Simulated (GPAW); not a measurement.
Fitting the revPBE+D4 energy curve of ZnS

```yaml
crystal:
  lattice:
    - [0.00000, 2.70200, 2.70200]
    - [2.70200, 0.00000, 2.70200]
    - [2.70200, 2.70200, 0.00000]
  atoms:
    - { symbol: Zn, position: [0.25000, 0.25000, 0.25000] }
    - { symbol: S, position: [0.00000, 0.00000, 0.00000] }
```

The cell was scaled at fixed shape and fractions and run with GPAW, the program's PAW data sets (release 1.2.1) made for this functional, cutoff 600 eV; revPBE+D4, k mesh 7 × 7 × 7 on the cell of 2 atoms, fermi-dirac occupations of 0.05 eV, no spin polarisation, no spin-orbit coupling. Energies are those that the program minimises, any entropy of the smearing included.

```csv
V (Å³/atom),energy over the lowest row (meV/atom)
18.5432,7.57
18.9377,1.64
19.3322,0.00
19.7268,?
20.1213,7.80
20.5158,16.50
20.9104,27.93
```

**Question.** Fit the third-order Birch-Murnaghan form, give V0, B0 and B′, and predict the energy left open.

**Answer.** With y = (V0/V)^(2/3), E = E0 + (9 V0 B0/16) [(y - 1)³ B′ + (y - 1)² (6 - 4y)]. Least squares through the rows shown give V0 = 19.2970 Å³/atom, E0 = -0.02 meV, B0 = 76.82 GPa (1 eV/Å³ = 160.218 GPa) and B′ = 4.45, with a largest miss of 0.01 meV. At V = 19.7268 the form with these constants gives 2.18 meV; the run gave 2.18 meV an atom. Measured volume: 19.8 Å³/atom (pmc:11595366, doi:10.3390/ma17225622), so the fit lies -2.5 % from it. Measured modulus: 76.9 GPa (arxiv:0911.5022), so the fit lies -0.1 % from it. The runs are for a static lattice.
